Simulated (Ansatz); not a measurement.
Computed with Ansatz, not measured. Plane-wave DFT: an element X is put into a periodic supercell of the crystal below and the atoms relax. X is one of the candidates, and is told by the neutral defect's formation energy over the elements (uncorrected), its moments where the run had spin, and its relaxed neighbours, eight at most.

```
cell
1.0
    -3.3388    3.3388    3.0117
     3.3388   -3.3388    3.0117
     3.3388    3.3388   -3.0117
Zr Si O
2 2 8
Direct
  0.0000 0.0000 0.0000
  0.7500 0.2500 0.5000
  0.5000 0.5000 0.0000
  0.2500 0.7500 0.5000
  0.1359 0.3197 0.8162
  0.0697 0.7534 0.6838
  0.0697 0.3859 0.3162
  0.5034 0.3197 0.1838
  0.6803 0.4966 0.8162
  0.6141 0.9303 0.6838
  0.2466 0.9303 0.3162
  0.6803 0.8641 0.1838
```

host atoms in supercell: 36
functional: PBE
wave cutoff: 420 eV
k mesh: 2, 2, 2
k shift: 0, 0, 0 mesh steps
gaussian smearing: 0.02 eV
start displacement: 0.05 angstrom
electrons started on: no chosen atoms
candidate elements: H, S, Sc, Sr, Y, Ba
found formation energy: 3.177 eV
found moment change of cell: 1 muB
found absolute moment of cell: 1.06 muB
found largest move from host sites: 0.296 angstrom
found added atom moment: 0.45 muB

```
supercell vector  supercell times a (host cell vectors)  supercell times b (host cell vectors)  supercell times c (host cell vectors)
               A                                      1                                      0                                      1
               B                                      0                                     -1                                     -1
               C                                      1                                      2                                      0
```

| change element | change kind | change place a (host cell vectors) | change place b (host cell vectors) | change place c (host cell vectors) |
| --- | --- | --- | --- | --- |
| X | interstitial | 1.3333 | 1.125 | -0.2917 |

```
found neighbour element  found neighbour distance (angstrom)
                     Si                                1.896
                     Si                                1.897
                      O                                1.954
                      O                                1.955
                      O                                2.039
                      O                                2.039
                      O                                 2.47
                      O                                 2.47
```

Which element is X?

H.

Caveats: one random start near the defect, so other minima are possible; the supercell is small.
